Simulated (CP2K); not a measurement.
Crystal: Ge.

```xyz
1
Lattice="2.7105 0.0000 0.0000 0.0000 2.7105 0.0000 0.0000 0.0000 2.7105" Properties=species:S:1:pos:R:3 pbc="T T T"
Ge    0.0000    0.0000    0.0000
```

The cell was built by a generator and needn't be a form met in nature.

Base run:

```yaml
Program: CP2K 2026.2
Functional: PBE
Potentials_or_basis: POTENTIAL_UZH Ge GTH-PBE-q4; TZVP-MOLOPT-PBE-GTH basis
Density_cutoff: 9184 eV
k_mesh: 10 × 10 × 10
Occupations: fermi-dirac, width 0.05 eV
Spin: no spin polarisation
```

Its results: band gap on the k mesh none (metal or under the smearing width); pressure 0.4 GPa.

**Question.** After a change of settings the same cell gave: band gap on the k mesh none (metal or under the smearing width); pressure -5.5 GPa. Which change was it?
A. functional from PBE to rev-vdW-DF2
B. functional from PBE to M06-L
C. density cutoff from 9184 eV to 6123 eV; eps_default from 1.0E-9 to 1.0E-10; cutoff of the grids from 675 Ry to 450 Ry
D. functional from PBE to WC

**Answer.** B.

Caveats: the basis of atomic orbitals isn't converged, which shifts pressures, moduli and gaps; the potentials were made for another functional, which shifts forces and pressure (some runs).

Not every run made on this cell is shown here.
